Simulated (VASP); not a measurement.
# Ge (Cmcm) in VASP: a series of runs

Runs on Ge. Level: PBE. Tasks: single point.

All numbers are computed with VASP 6.6.1; they aren't measurements. Logs are shortened: lines on timing, memory, paths and dates and some standing lists are left out, and cuts for length are marked.

### Step 1. Starting point

It takes space group Cmcm (No. 63, orthorhombic). Conventional cell: a = 2.976 Å, b = 5.189 Å, c = 4.728 Å, α = 90.00°, β = 90.00°, γ = 90.00°. Around Ge (site symmetry m2m) lie 12 Ge at 2.92 to 2.99 Å.

This isn't the form of Ge at room conditions, which is diamond.

### Step 2. Single point, PBE

Contents of INCAR:

```
SYSTEM = Ge
PREC = Accurate
ENCUT = 450
EDIFF = 1E-6
ISMEAR = 0
SIGMA = 0.05
LREAL = Auto
LASPH = .True.
NELM = 100
ALGO = Normal
ISIF = 2
LWAVE = .False.
LCHARG = .False.
GGA = PE
ADDGRID = .False.
```

Contents of KPOINTS:

```
regular mesh
0
Gamma
  6 6 4
  0 0 0
```

Contents of POSCAR:

```
Ge
1.0
    1.4880529250     -2.5946896100      0.0000000000
    1.4880529250      2.5946896100      0.0000000000
    0.0000000000      0.0000000000      4.7275957900
Ge
2
Direct
    0.3592940000      0.6730280000      0.2256240000
    0.6679590000      0.3129580000      0.7530700000
```

Potentials or basis: VASP PAW PBE potentials, release 64 (Ge_d).

The run is started by

```console
> cat potpaw_PBE.64/Ge_d/POTCAR > POTCAR
> mpirun -np 1 vasp_std > vasp.out
```

OUTCAR:

```text
SYSTEM = Ge
   PREC = Accurate
   ENCUT = 450
   EDIFF = 1E-6
   ISMEAR = 0
   LREAL = Auto
   LASPH = .True.
   NELM = 100
   ISIF = 2
   GGA = PE

 Found     76 irreducible k-points:

 Following reciprocal coordinates:
            Coordinates               Weight
  0.000000  0.000000  0.000000      1.000000
  0.166667  0.000000  0.000000      2.000000
  0.000000  0.166667  0.000000      2.000000
  0.333333  0.000000  0.000000      2.000000
  0.000000  0.333333  0.000000      2.000000
  0.500000  0.000000  0.000000      1.000000
   k-points           NKPTS =     76   k-points in BZ     NKDIM =     76   number of bands    NBANDS=     18
   number of dos      NEDOS =    301   number of ions     NIONS =      2
   total plane-waves  NPLWV =  20736
   dimension x,y,z NGX =    24 NGY =   24 NGZ =   36
   dimension x,y,z NGXF=    48 NGYF=   48 NGZF=   72
   ions per type =               2
   NGX,Y,Z   is equivalent  to a cutoff of  13.34, 13.34, 12.66 a.u.
   NGXF,Y,Z  is equivalent  to a cutoff of  26.68, 26.68, 25.32 a.u.
 SYSTEM =  Ge
   PREC   = accura    normal or accurate (medium, high low for compatibility)
   ISTART =      0    job   : 0-new  1-cont  2-samecut
   ICHARG =      2    charge: 1-file 2-atom 10-const
   ISPIN  =      1    spin polarized calculation?
   LNONCOLLINEAR =      F non collinear calculations
   LSORBIT =      F    spin-orbit coupling
   LASPH  =      T    aspherical Exc in radial PAW
   ENCUT  =  450.0 eV  33.07 Ry    5.75 a.u.   5.17  5.17  8.18*2*pi/ulx,y,z
   NELM   =    100;   NELMIN=  2; NELMDL= -5     # of ELM steps
   EDIFF  = 0.1E-05   stopping-criterion for ELM
   LREAL  =      T    real-space projection
   EDIFFG = 0.1E-04   stopping-criterion for IOM
   NSW    =      0    number of steps for IOM
   IBRION =     -1    ionic relax: 0-MD 1-quasi-New 2-CG
   NFREE  =      0    steps in history (QN), initial steepest desc. (CG)
   ISIF   =      2    stress and relaxation
   ISYM   =      2    0-nonsym 1-usesym 2-fastsym
   POTIM  = 0.5000    time-step for ionic-motion
   TEBEG  =    0.0;   TEEND  =   0.0 temperature during run
   PSTRESS=    0.0 pullay stress
   NELECT =      28.0000    total number of electrons
   NUPDOWN=      -1.0000    fix difference up-down
   EMIN   =  10.00;   EMAX   =-10.00  energy-range for DOS
   EFERMI =   0.00;   METHOD = LEGACY
   ISMEAR =     0;   SIGMA  =   0.05  broadening in eV -4-tet -1-fermi 0-gaus
   EFERMI_NEDOS =   21; number of points for ismear=-14 and -15
   IALGO  =     38    algorithm
   IMIX   =      4    mixing-type and parameters
     AMIX     =   0.40;   BMIX     =  1.00
     AMIX_MAG =   1.60;   BMIX_MAG =  1.00
  volume/ion in A,a.u.               =      18.25       123.18
  Fermi-wavevector in a.u.,A,eV,Ry     =   1.498544  2.831837 30.553703  2.245634
  Thomas-Fermi vector in A             =   2.610289
   LORBIT       =      0    0 simple, 1 ext, 2 COOP (PROOUT), +10 PAW based schemes
   GGA     = PE    functional components
   LHFCALC =     F    Hartree Fock is set to
   AEXX    =    0.0000 exact exchange contribution
   IVDW    =     0    specifies the selected vdW correction
   LEPSILON=     F    determine dielectric tensor
   LRPA    =     F    only Hartree local field effects (RPA)
 non-spin polarized calculation
 Gauss-broadening in eV      SIGMA  =   0.05
  energy-cutoff  :      450.00
  volume of cell :       36.51
 maximum number of plane-waves:       808
 NGX is ok and might be reduce to    24
   NGX = 11   NGY = 11   NGZ = 17

 number of electron      28.0000007 magnetization

 Free energy of the ion-electron system (eV)
  ---------------------------------------------------
  ext. energy  EPLUGINS =         0.00000000
  ---------------------------------------------------
  free energy    TOTEN  =        -8.28069485 eV

  energy without entropy =       -8.27815284  energy(sigma->0) =       -8.27942385

 E-fermi :   7.2545     XC(G=0): -11.4590

 val. band max:        7.2507188737   @ k =  -0.1667   0.3333  -0.2500
 cond. band min:       7.2583781175   @ k =  -0.1667  -0.1667   0.2500
 fundamental gap:      0.0076592438
 Fermi energy:         7.2545371723

 k-point     1 :       0.0000    0.0000    0.0000
  band No.  band energies     occupation
      1     -17.6155      2.00000
      2     -17.6120      2.00000
      3     -17.6112      2.00000
      4     -17.6087      2.00000
      5     -17.6079      2.00000
      6     -17.5923      2.00000
[... 10 lines left out ...]
     17      16.0065      0.00000
     18      17.2606      0.00000

 k-point     2 :       0.1667    0.0000    0.0000
  band No.  band energies     occupation
      1     -17.6317      2.00000
      2     -17.6166      2.00000
      3     -17.6024      2.00000
      4     -17.5906      2.00000
      5     -17.5879      2.00000
      6     -17.5805      2.00000
[... 10 lines left out ...]
     17      15.8968      0.00000
     18      16.0596      0.00000

 k-point     3 :       0.0000    0.1667    0.0000
  band No.  band energies     occupation
      1     -17.6342      2.00000
      2     -17.6146      2.00000
      3     -17.5995      2.00000
      4     -17.5913      2.00000
      5     -17.5889      2.00000
      6     -17.5877      2.00000
[... 10 lines left out ...]
     17      15.7571      0.00000
     18      15.9647      0.00000

 k-point     4 :       0.3333    0.0000    0.0000
  band No.  band energies     occupation
      1     -17.6593      2.00000
      2     -17.6245      2.00000
      3     -17.6133      2.00000
      4     -17.6056      2.00000
      5     -17.5675      2.00000
      6     -17.5453      2.00000
[... 10 lines left out ...]
     17      11.8158      0.00000
     18      14.1232      0.00000

 k-point     5 :       0.0000    0.3333    0.0000
  band No.  band energies     occupation
      1     -17.6626      2.00000
      2     -17.6241      2.00000
      3     -17.6092      2.00000
      4     -17.6047      2.00000
      5     -17.5670      2.00000
      6     -17.5458      2.00000
[... 10 lines left out ...]
     17      11.5757      0.00000
     18      14.1510      0.00000

 k-point     6 :       0.5000    0.0000    0.0000
  band No.  band energies     occupation
      1     -17.6720      2.00000
      2     -17.6346      2.00000
      3     -17.6197      2.00000
      4     -17.6150      2.00000
      5     -17.5641      2.00000
      6     -17.5418      2.00000
[... 10 lines left out ...]
     17       9.4415      0.00000
     18      13.3892      0.00000

 [... further k-points ...]

------------------------ aborting loop because EDIFF is reached ----------------------------------------

  FORCE on cell =-STRESS in cart. coord.  units (eV):
  Direction    XX          YY          ZZ          XY          YZ          ZX
  --------------------------------------------------------------------------------------
  -------------------------------------------------------------------------------------
  Total        0.4970909      0.5991611      1.6533853      0.1002240     -0.0578172      0.0105873
  in kB       21.8158569     26.2954181     72.5622157      4.3985358     -2.5374259      0.4646443
  external PRESSURE =      40.2244969 kB  Pullay stress =       0.0000000 kB

 VOLUME and BASIS-vectors are now :
 -----------------------------------------------------------------------------
  energy-cutoff  :      450.00
  volume of cell :       36.51
      direct lattice vectors                 reciprocal lattice vectors
     1.488052925 -2.594689610  0.000000000     0.336009554 -0.192701277  0.000000000
     1.488052925  2.594689610  0.000000000     0.336009554  0.192701277  0.000000000
     0.000000000  0.000000000  4.727595790     0.000000000  0.000000000  0.211524006

 POSITION                                       TOTAL-FORCE (eV/Angst)
 -----------------------------------------------------------------------------------
      1.53615      0.81404      1.06666         0.014761     -0.010641      0.355222
      1.45966     -0.92112      3.56021        -0.014761      0.010641     -0.355222
 -----------------------------------------------------------------------------------
    total drift:                               -0.000125      0.000007      0.000367

  FREE ENERGIE OF THE ION-ELECTRON SYSTEM (eV)
  ---------------------------------------------------
  free  energy   TOTEN  =        -8.2806948534 eV

  energy  without entropy=       -8.2781528367  energy(sigma->0) =       -8.27942385
```

OSZICAR:

```text
N       E                     dE             d eps       ncg     rms          rms(c)
DAV:   1     0.145986977956E+03    0.14599E+03   -0.14106E+04  2844   0.416E+03
DAV:   2     0.841946186251E+01   -0.13757E+03   -0.13538E+03  2736   0.488E+02
DAV:   3    -0.785111302462E+01   -0.16271E+02   -0.15991E+02  3002   0.128E+02
DAV:   4    -0.830661596894E+01   -0.45550E+00   -0.45109E+00  3160   0.244E+01
DAV:   5    -0.831369267470E+01   -0.70767E-02   -0.70652E-02  3012   0.301E+00    0.172E+00
DAV:   6    -0.829100172410E+01    0.22691E-01   -0.22379E-02  3520   0.253E+00    0.953E-01
DAV:   7    -0.828101897317E+01    0.99828E-02   -0.16333E-02  3562   0.177E+00    0.884E-02
DAV:   8    -0.828068274276E+01    0.33623E-03   -0.15937E-03  3214   0.757E-01    0.286E-02
DAV:   9    -0.828069318089E+01   -0.10438E-04   -0.58042E-05  2888   0.787E-02    0.126E-02
DAV:  10    -0.828069460856E+01   -0.14277E-05   -0.13863E-06  2002   0.161E-02    0.211E-03
DAV:  11    -0.828069485343E+01   -0.24487E-06   -0.25392E-07  1468   0.746E-03
   1 F= -.82806949E+01 E0= -.82794238E+01  d E =-.254202E-02
```

Run time: 23 s. Hardware: 1 thread of Intel Xeon 6975P-C (Granite Rapids), shared host; peak memory 0.17 GiB.

These settings aren't checked as converged: the numbers below hold their error.

Results:

```yaml
Free_energy: -8.2807 eV
Pressure: 4.0 GPa
Largest_force: 0.356 eV/Å
Band_gap_on_the_k_mesh: none (metal or under the smearing width)
```

Caveat: the k mesh is coarse (spacing up to 0.41 Å⁻¹), so the values aren't converged.

### Step 3. Single point, PBE

Changes to INCAR since step 2:

```diff
@@ -3,6 +3,6 @@
 ENCUT = 450
-EDIFF = 1E-6
+EDIFF = 0.01
 ISMEAR = 0
 SIGMA = 0.05
-LREAL = Auto
+LREAL = .False.
 LASPH = .True.
```

KPOINTS is that of step 2.

Contents of POSCAR:

```
Ge
1.0
    1.4880529250     -2.5946896100      0.0000000000
    1.4880529250      2.5946896100      0.0000000000
    0.0000000000      0.0000000000      4.7275957900
Ge
2
Direct
    0.3334466300      0.6665533700      0.2500000000
    0.6665533700      0.3334466300      0.7500000000
```

Potentials or basis: VASP PAW PBE potentials, release 64 (Ge_d).

The run is started by

```console
> cat potpaw_PBE.64/Ge_d/POTCAR > POTCAR
> mpirun -np 1 vasp_std > vasp.out
```

OUTCAR:

```text
SYSTEM = Ge
   PREC = Accurate
   ENCUT = 450
   EDIFF = 0.01
   ISMEAR = 0
   LREAL = .False.
   LASPH = .True.
   NELM = 100
   ISIF = 2
   GGA = PE

 Found     39 irreducible k-points:

 Following reciprocal coordinates:
            Coordinates               Weight
  0.000000  0.000000  0.000000      1.000000
  0.166667  0.000000  0.000000      4.000000
  0.333333  0.000000  0.000000      4.000000
  0.500000  0.000000  0.000000      2.000000
  0.166667  0.166667  0.000000      2.000000
  0.333333  0.166667  0.000000      4.000000
   k-points           NKPTS =     39   k-points in BZ     NKDIM =     39   number of bands    NBANDS=     18
[... 206 lines left out ...]
  --------------------------------------------------------------------------------------
  -------------------------------------------------------------------------------------
  Total        4.7174859      4.6186164      6.0149491      0.0000000      0.0000000      0.0000000
  in kB      207.0365706    202.6974805    263.9784149      0.0000000      0.0000000      0.0000000
  external PRESSURE =     224.5708220 kB  Pullay stress =       0.0000000 kB

 VOLUME and BASIS-vectors are now :
 -----------------------------------------------------------------------------
  energy-cutoff  :      450.00
  volume of cell :       36.51
      direct lattice vectors                 reciprocal lattice vectors
     1.488052925 -2.594689610  0.000000000     0.336009554 -0.192701277  0.000000000
     1.488052925  2.594689610  0.000000000     0.336009554  0.192701277  0.000000000
     0.000000000  0.000000000  4.727595790     0.000000000  0.000000000  0.211524006

 POSITION                                       TOTAL-FORCE (eV/Angst)
 -----------------------------------------------------------------------------------
      1.48805      0.86431      1.18190         0.000000      0.003230      0.000000
      1.48805     -0.86431      3.54570         0.000000     -0.003230      0.000000
 -----------------------------------------------------------------------------------
    total drift:                                0.000000     -0.000000      0.000000

  FREE ENERGIE OF THE ION-ELECTRON SYSTEM (eV)
  ---------------------------------------------------
  free  energy   TOTEN  =        -8.3058651234 eV

  energy  without entropy=       -8.3035309972  energy(sigma->0) =       -8.30469806
```

Wall time 4.6 s (1 thread of Intel Xeon 6975P-C (Granite Rapids), shared host); peak memory 0.15 GiB.

These settings aren't checked as converged: the numbers below hold their error.

What came out:

```
Free energy            : -8.3059 eV
Pressure               : 22.5 GPa
Largest force          : 0.003 eV/Å
Band gap on the k mesh : none (metal or under the smearing width)
```

Caveat: the k mesh is coarse (spacing up to 0.41 Å⁻¹), so the values aren't converged.

### Step 4. For comparison

An earlier run on the cell as given: functional PBEsol; potentials or basis VASP PAW PBE potentials, release 64 (Ge_d); cutoff 520 eV; k mesh 10 × 10 × 6; occupations fermi-dirac, width 0.05 eV; no spin polarisation.

- Pressure: 0.5 GPa
- Band gap on the k mesh: none (metal or under the smearing width)
